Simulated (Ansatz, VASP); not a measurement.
ZnCu: VASP beside Ansatz

The input INCAR:

```
ALGO = Fast ; EDIFF = 1E-7
ENCUT = 520 ; ISIF = 2
ISMEAR = -1 ; LASPH = True
LCHARG = True ; LELF = True
LREAL = False ; LVHAR = True
LWAVE = False ; NBANDS = 18
NELM = 60 ; PREC = Accurate
SIGMA = 0.05
```

The input KPOINTS:

```
k-points
0
Gamma
  5 5 5
```

POSCAR

```
ZnCu
1.0
    2.9450000000      0.0000000000      0.0000000000
    0.0000000000      2.9450000000      0.0000000000
    0.0000000000      0.0000000000      2.9450000000
Zn Cu
1 1
Direct
    0.5000000000      0.5000000000      0.5000000000
    0.0000000000      0.0000000000      0.0000000000
```

input.yaml

```yaml
crystal:
  lattice:
    - [2.945, 0.0, 0.0]
    - [0.0, 2.945, 0.0]
    - [0.0, 0.0, 2.945]
  atoms:
    - { symbol: Zn, position: [0.5, 0.5, 0.5] }
    - { symbol: Cu, position: [0.0, 0.0, 0.0] }
hamiltonian:
  xc: lda
  pseudopotentials: { kind: paw }
kpoints:
  mp_grid: { grid: [5, 5, 5] }
  band_path:
    path:
      - [[0.0, 0.0, 0.0], [0.0, 0.5, 0.0], [0.5, 0.5, 0.0], [0.0, 0.0, 0.0], [0.5, 0.5, 0.5], [0.0, 0.5, 0.0]]
      - [[0.5, 0.5, 0.0], [0.5, 0.5, 0.5]]
    npoints: 14
scf:
  occupations: { method: fermi_dirac, width: 0.05 }
  n_extra_bands: 6
output:
  forces: true
  stress: true
  eigenvalues: true
  fatbands: true
```

Alike in both runs: functional LDA; k mesh 5 × 5 × 5; occupations fermi-dirac, width 0.05 eV; no spin polarisation.

|  | VASP | Ansatz |
| --- | --- | --- |
| version | VASP 6.6.1 | Ansatz 0.2.0 |
| potentials or method | VASP PAW LDA potentials, release 64 (Zn, Cu) | Ansatz PAW |
| plane-wave cutoff (eV) | 520 | 420 |
| valence electrons in the cell | 23 | 31 |
| task | single point | band structure |

Ansatz gave:

| Item | Value |
| --- | --- |
| gap on the k mesh at the Fermi level (eV) | none |
| pressure (GPa) | -9.2 |

Which values does VASP return?

gap on the k mesh at the Fermi level (eV): none; pressure (GPa): -8.4.

A gap of «none» marks a metal or a gap that the smearing closes. The two sets of potentials don't hold the same shells in valence.

Caveats: the k mesh is coarse (spacing up to 0.43 Å⁻¹), so the values aren't converged; the PAW data sets come from PBE, with cores solved anew for the run's functional, which leaves a small shift of forces and pressure (Ansatz).
